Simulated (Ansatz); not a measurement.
A (010) slab of Ga (Cmce (No. 64)), 6 planes, outer planes Ga (top) and Ga (bottom), with 12 atoms (Ga12) in a surface cell of A = 20.987 Å², as cut from the bulk:

```yaml
crystal:
  lattice:
    - [4.57302, 0.00000, 0.00000]
    - [0.00000, 4.58925, 0.00000]
    - [0.00000, 0.00000, 24.19145]
  atoms:
    - { symbol: Ga, position: [0.50000, 0.91748, 0.31003] }
    - { symbol: Ga, position: [0.00000, 0.58252, 0.31003] }
    - { symbol: Ga, position: [0.50000, 0.41748, 0.37000] }
    - { symbol: Ga, position: [0.00000, 0.08252, 0.37000] }
    - { symbol: Ga, position: [0.00000, 0.91748, 0.47002] }
    - { symbol: Ga, position: [0.50000, 0.58252, 0.47002] }
    - { symbol: Ga, position: [0.00000, 0.41748, 0.52998] }
    - { symbol: Ga, position: [0.50000, 0.08252, 0.52998] }
    - { symbol: Ga, position: [0.50000, 0.91748, 0.63000] }
    - { symbol: Ga, position: [0.00000, 0.58252, 0.63000] }
    - { symbol: Ga, position: [0.50000, 0.41748, 0.68997] }
    - { symbol: Ga, position: [0.00000, 0.08252, 0.68997] }
```

These are results of DFT PBE, scalar-relativistic, plane waves, PAW (Ansatz 0.2.0), not measurements. Settings: cutoff 420 eV, Γ-centred mesh 8×8×1 on the computed 12-atom cell, Gaussian smearing of 0.10 eV; no spin polarisation. The cell repeats along c with a dipole correction in the vacuum.

Against the same 12 atoms in the bulk, the slab as cut lies 2.211 eV higher and the relaxed slab 2.124 eV higher.

Q: Work out the surface energy before and after relaxation.

A: The slab has two faces, so γ = (E_slab − N·E_bulk)/(2A), the mean of both. As cut: 2.211/(2 × 20.987) = 0.0527 eV/Å², and 1 eV/Å² = 16.02 J/m², so γ = 0.84 J/m². Relaxed: 2.124/(2 × 20.987) = 0.0506 eV/Å² = 0.81 J/m². Relaxation recovers 4 % of the cost of cutting.

Q: What is the ideal work of this cut, per area?

A: Griffith's ideal work is 2γ: 1.69 J/m² if the new faces stay rigid, 1.62 J/m² if they relax. Other cuts parallel to this plane can cost less. One thickness was run, 6 planes, so γ can still shift with it.

Cost: 4 runs of about 24 core-minutes in all, on Intel Xeon Platinum 8259CL (Skylake/Cascade Lake) (shared hosts).